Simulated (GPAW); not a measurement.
Runs of GPAW 26.7.0 on Zn. It takes space group Fm-3m (No. 225, cubic). The conventional cell has a = 3.930 Å, b = 3.930 Å, c = 3.930 Å, α = 90.00°, β = 90.00°, γ = 90.00°. Around Zn (site symmetry m-3m) lie 12 Zn at 2.78 Å. This isn't the form of Zn at room conditions, which is hcp.

```tsv
task	level	potentials or basis	cell	k mesh	cutoff (eV)	maxiter	convergence	response ecut	frequency	extrapolate	mesh quality	gap on the mesh (eV)	pressure (GPa)	relaxed volume (Å³/atom)
single point	LDA	the program's PAW data sets (release 1.2.1) made for this functional, pw	as given	9 × 9 × 9	500	120	default	-	-	-	not flagged	none	(a)	-
G0W0 quasiparticle levels	LDA	the program's PAW data sets (release 1.2.1) made for this functional, pw	as given	6 × 6 × 6	500	150	-	150 eV	full	no	coarse	none	-	-
band structure	PBEsol	PAW data sets generated in the run's folder for this functional, pw	as given	12 × 12 × 12	600	150	-	-	-	-	not flagged	-	-5.4	-
relaxation of cell and atoms	PBEsol	PAW data sets generated in the run's folder for this functional, pw	relaxed	12 × 12 × 12	600	150	density=1e-05 forces=0.0001	-	-	-	not flagged	none	-0.1	14.08
relaxation of cell and atoms	PBEsol+D3(BJ)+ATM	PAW data sets generated in the run's folder for this functional, pw	relaxed	12 × 12 × 12	600	150	density=1e-05 forces=0.0001	-	-	-	not flagged	none	0.0	13.54
```

Alike in all rows: no spin polarisation; smearing fermi-dirac 0.05 eV.

Question: Estimate the missing entries.

Answer: (a) -9.0.

Caveats: some runs use coarse meshes; later steps reuse the first step's grids (some runs); the cutoff is short for stress and forces, so pressures can be off by a GPa or more (some runs); G0W0 is unreliable with partly filled bands (some runs); the long-wavelength limit can be off by several per cent where d states take part (some runs); pairwise dispersion overbinds metals, which lowers pressure and volume (some runs).

A k mesh can miss the band edges.

A gap of «none» marks a metal or a gap under the smearing width.

Not every run made on this cell is shown here.
